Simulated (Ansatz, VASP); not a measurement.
# GaP in VASP and in Ansatz

File INCAR:

```
SYSTEM = GaP
PREC = Accurate
ENCUT = 520
EDIFF = 1E-6
ISMEAR = 0
SIGMA = 0.016
LREAL = .FALSE.
LASPH = .TRUE.
NELM = 100
ALGO = Normal
ISIF = 2
LWAVE = .FALSE.
LCHARG = .TRUE.
GGA = PE
LELF = .TRUE.
LVHAR = .TRUE.
NBANDS = 16
```

File KPOINTS:

```
Automatic mesh
0
G
  8 8 8
  0 0 0
```

POSCAR

```
GaP
1.0
    0.0000000000      2.7252500000      2.7252500000
    2.7252500000      0.0000000000      2.7252500000
    2.7252500000      2.7252500000      0.0000000000
Ga P
1 1
Direct
    0.0000000000      0.0000000000      0.0000000000
    0.7500000000      0.7500000000      0.7500000000
```

File input.yaml:

```yaml
crystal:
  lattice:
    - [0.0, 2.72525, 2.72525]
    - [2.72525, 0.0, 2.72525]
    - [2.72525, 2.72525, 0.0]
  atoms:
    - { symbol: Ga, position: [0.0, 0.0, 0.0] }
    - { symbol: P, position: [0.75, 0.75, 0.75] }
kpoints:
  mp_grid: { grid: [8, 8, 8] }
scf:
  occupations: { method: gaussian, width: 0.016 }
hamiltonian:
  xc: pbe
  pseudopotentials: { kind: all_electron, lapw: { basis_error: 0.001 } }
output:
  forces: true
  stress: true
  eigenvalues: true
```

Alike in both runs: task single point; functional PBE; k mesh 8 × 8 × 8; occupations gaussian, width 0.016 eV; no spin polarisation.

|  | VASP | Ansatz |
| --- | --- | --- |
| version | VASP 6.6.1 | Ansatz 0.2.0 |
| potentials or method | VASP PAW PBE potentials, release 64 (Ga_d, P) | all-electron LAPW, scalar-relativistic |
| plane-wave cutoff (eV) | 520 | see its input |

```csv
,VASP,Ansatz,Ansatz less VASP
gap on the k mesh at the Fermi level (eV),1.64,1.64,+0.003
least direct gap on the mesh (eV),1.83,1.83,+0.004
pressure (GPa),2.4,2.5,+0.06
```

Ansatz ran all-electron here, so the differences hold the error of VASP's frozen core and of both bases.

A k mesh can miss the band edges. Expect the measured gap to be larger: semilocal functionals such as PBE lack the derivative discontinuity.
